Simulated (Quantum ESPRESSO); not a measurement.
## Cd under changes of volume

One of the cells (21.585 Å³/atom); the others are scaled copies at fixed shape and fractional positions:

```
CELL_PARAMETERS angstrom
2.97887 0.00000 0.00000
-1.48944 2.57978 0.00000
0.00000 0.00000 5.61765
ATOMIC_POSITIONS crystal
Cd 0.66667 0.33333 0.75000
Cd 0.33333 0.66667 0.25000
```

* Program: Quantum ESPRESSO 7.5
* Functional: PBEsol
* Potentials or basis: GBRV 1.5 PBEsol
* Cutoff: 612 eV
* Density cutoff: 4898 eV
* k mesh: 10 × 10 × 5
* Occupations: fermi-dirac, width 0.05 eV
* Spin: no spin polarisation

| volume (Å³/atom) | energy over the lowest point (meV/atom) | pressure (GPa) |
| --- | --- | --- |
| 20.290 | ? | ? |
| 20.722 | 1.43 | 1.2 |
| 21.154 | 0.00 | -0.2 |
| 21.585 | 2.00 | -1.4 |
| 22.017 | 6.98 | -2.4 |
| 22.449 | 14.56 | -3.3 |
| 22.880 | 24.37 | -4.1 |

**Question.** What does the run at 20.290 Å³/atom give?

**Answer.** Energy over the lowest point 6.79 meV/atom; pressure 2.7 GPa.

Worked out: A Birch-Murnaghan fit of order 3 (a polynomial in V^(-2/3)) to the other rows has its minimum at 21.11 Å³/atom with B0 = V·E''(V) = 63 GPa and B' = 5.8 at fixed shape and positions, which overstates the stiffness. It gives 6.79 meV/atom at 20.290 Å³/atom, against the run's 6.79, and -dE/dV = 2.8 GPa, against 2.7.

Energies are extrapolated to zero smearing.
